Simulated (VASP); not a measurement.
Write the native input for VASP 6.6.1 that does the following.

* Task: relaxation of cell and atoms
* Functional: PBE
* Dispersion: D3(BJ)
* Potentials or basis: VASP PAW PBE potentials, release 64 (B, N)
* Cutoff: 600 eV
* k mesh: 15 × 15 × 1
* Occupations: gaussian, width 0.03 eV
* Spin: no spin polarisation
* Further INCAR settings: ALGO = Normal; EDIFF = 1e-06; IBRION = 2; EDIFFG = -0.01; NSW = 90; ISIF = 3

The structure of BN lies in POSCAR:

```
BN
1.0
    2.4982400000      0.0000000000      0.0000000000
   -1.2491200000      2.1635393000      0.0000000000
    0.0000000000      0.0000000000     18.0000000000
B N
1 1
Direct
    0.6666666700      0.3333333300      0.5000000000
    0.3333333300      0.6666666700      0.5000000000
```

One way to write it, as run:

INCAR

```
ALGO = Normal
EDIFF = 1E-6
EDIFFG = -0.01
ENCUT = 600
GGA = PE
IBRION = 2
ISIF = 3
ISMEAR = 0
IVDW = 12
LASPH = True
LATTICE_CONSTRAINTS = .TRUE. .TRUE. .FALSE.
LCHARG = False
LREAL = False
LWAVE = False
NELM = 80
NSW = 90
PREC = Accurate
SIGMA = 0.03
```

KPOINTS

```
k-points
0
Gamma
  15 15 1
```

Potentials or basis: VASP PAW PBE potentials, release 64 (B, N).

Command:

```sh
$ cat potpaw_PBE.64/B/POTCAR potpaw_PBE.64/N/POTCAR > POTCAR
$ mpirun -np 1 vasp_std > vasp.out
```

Results of the run:

- Relaxed volume: 49.06 Å³/atom
- Relaxed cell: a = 2.509 Å, b = 2.509 Å, c = 18.000 Å, α = 90.00°, β = 90.00°, γ = 120.00°
- Space group after relaxing (to 0.05 Å): P-6m2 (No. 187)
- Energy gained by relaxing: 1.1 meV/atom
- Ionic steps: 3
- Band gap on the k mesh: 4.67 eV, direct
- Dispersion energy per atom: -0.077 eV

Run time: 35 s on 1 thread of Intel(R) Xeon(R) 6975P-C (Granite Rapids) (shared host), peak memory 0.24 GiB.
